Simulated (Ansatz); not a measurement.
The system is WS2, a slab with vacuum.

```
CELL_PARAMETERS angstrom
3.18352 0.00000 0.00000
-1.59176 2.75701 0.00000
0.00000 0.00000 16.95058
ATOMIC_POSITIONS crystal
W 0.00000 0.00000 0.00000
S 0.33333 0.66667 0.09200
S 0.33333 0.66667 0.90800
```

Program: Ansatz 0.2.0. Alike in all runs: task single point; level HSE06 form with a typed share of exact exchange; potentials or basis Ansatz PAW; no spin polarisation; cell as given; k mesh 5 × 5 × 1; cutoff (eV) 420; smearing fermi-dirac 0.05 eV; the mesh is coarse, so values aren't converged.

Task: Order these runs on this cell by their band gap on the k mesh, lowest first.
A. share of exact exchange 0.5
B. share of exact exchange 0.4
C. share of exact exchange 0.3

Result: C (2.94 eV), B (3.21 eV), A (3.49 eV).

Caveats: all runs use coarse meshes; odd divisions of the mesh miss points on the zone boundary, where band edges often lie, so the gap on the mesh can be too wide; spin-orbit coupling is left out, which moves the levels of the heavy elements.

A k mesh can miss the band edges.
